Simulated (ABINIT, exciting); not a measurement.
Given: the input of a run of exciting (release sodium) on W (Tungsten). The given cell was strained at random by a few per cent at fixed volume. 

File input.xml:

```xml
<input>
  <title>W</title>
  <structure speciespath="./" tshift="false">
    <crystal scale="1">
      <basevect>-2.919250807048 3.052051310456 3.082190552418</basevect>
      <basevect>2.969035641801 -2.920093624900 3.000017701615</basevect>
      <basevect>2.920942111930 2.921786819507 -2.950232866861</basevect>
    </crystal>
    <species speciesfile="W.xml" rmt="2.3">
      <atom coord="0.010931000000 0.007703000000 0.022973000000"/>
    </species>
  </structure>
  <groundstate do="fromscratch" ngridk="12 12 12" rgkmax="9" gmaxvr="14" lmaxapw="10" lmaxmat="10" lmaxvr="8" xctype="GGA_PBE_SOL" stype="Fermi Dirac" swidth="0.00183747" nempty="12" ValenceRelativity="iora*" epsengy="1e-05" epspot="1e-05" maxscl="60" tforce="true" outputlevel="normal"/>
</input>
```

Potentials or basis: all-electron LAPW+lo, shipped species files, valence relativity iora*.

Launch:

```bash
$ OMP_NUM_THREADS=1 exciting_smp
```

Question: What does the same run look like in ABINIT 10.8.3 (patched build)? Potentials or basis there: PseudoDojo NC SR PBEsol v0.4.1 standard, cutoff 1007 eV.

Answer: As run (cutoffs and basis follow the program's own potentials, and thresholds, step limits or extra output files can differ):

File run.abi:

```
# Pseudopotentials
pp_dirpath "./"
pseudos "W.upf"

# Structure
acell 2.7667893245 2.7159849909 2.6864599851 Angstrom
rprim
    -0.5583370538     0.5837365302     0.5895009734
     0.5784811055    -0.5689453385     0.5845175895
     0.5753653539     0.5755317439    -0.5811350285
ntypat 1
znucl 74
natom 1
typat 1
xcart
     0.0580629541     0.0779907003    -0.0109751384
chkprim 0
chksymtnons 0
tolsym 1.0e-6

# Plane-wave basis
ecut 37.0

# k points
kptopt 1
ngkpt 12 12 12
nshiftk 1
shiftk 0.0 0.0 0.0

# Exchange and correlation
ixc -116133

# Bands and occupations
nband 11
occopt 3
tsmear 0.00183747

# SCF cycle
nstep 100
tolvrs 1.0e-10

# Output
iomode 3
prtwf 0
prteig 0
prtebands 0
enunit 1
prtden 1
prtvha 1
prtvclmb 1
prtpot 1
prtelf 1
```

Potentials or basis: PseudoDojo NC SR PBEsol v0.4.1 standard.

The run is started by

```console
$ abinit run.abi > log 2>&1
```

Both were run:

|  | exciting | ABINIT |
| --- | --- | --- |
| Energy over the undisturbed cell | 21.7 meV/atom | 22.1 meV/atom |
